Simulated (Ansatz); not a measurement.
Consider a crystal of Cu₆O in space group Fm-3m (No. 225), with Cu on 24e; O on 4a.

The calculation used Ansatz 0.2.0, DFT PBE, scalar-relativistic, plane waves, PAW. Cutoff 420 eV, Γ-centred mesh, Gaussian smearing, no spin polarisation.

The zero of energy is the elements' standard structures at the same level (O₂ as a molecule); no fitted shifts are applied.

**Question.** Which cell and coordinates does it relax to?

**Answer.**

Space group Fm-3m (No. 225). a = 7.460 Å, b = 7.460 Å, c = 7.460 Å, α = 90.00°, β = 90.00°, γ = 90.00°
| atom | site | symmetry | x | y | z |
| --- | --- | --- | --- | --- | --- |
| Cu | 24e | 4m.m | 0.2676 | 0.0000 | 0.0000 |
| O | 4a | m-3m | 0.0000 | 0.0000 | 0.0000 |

Around Cu lie 1 O at 2.00 Å, 4 Cu at 2.45 Å and 4 Cu at 2.82 Å; O has 6 Cu at 2.00 Å. Another local minimum with the same sites may exist.

**Question.** Where does its energy lie, and is it a metal?

**Answer.** The energy over the elements is +0.25 eV/atom and the gap on the 10×10×10 mesh of the 7-atom cell is 0 eV (a metal). A positive value: parting into the elements would lower its energy.

The last run used Gaussian smearing of 0.10 eV. No Hubbard U is applied to the 3d shell of Cu. Symmetry constrained the relaxation, so the result can be a saddle point.
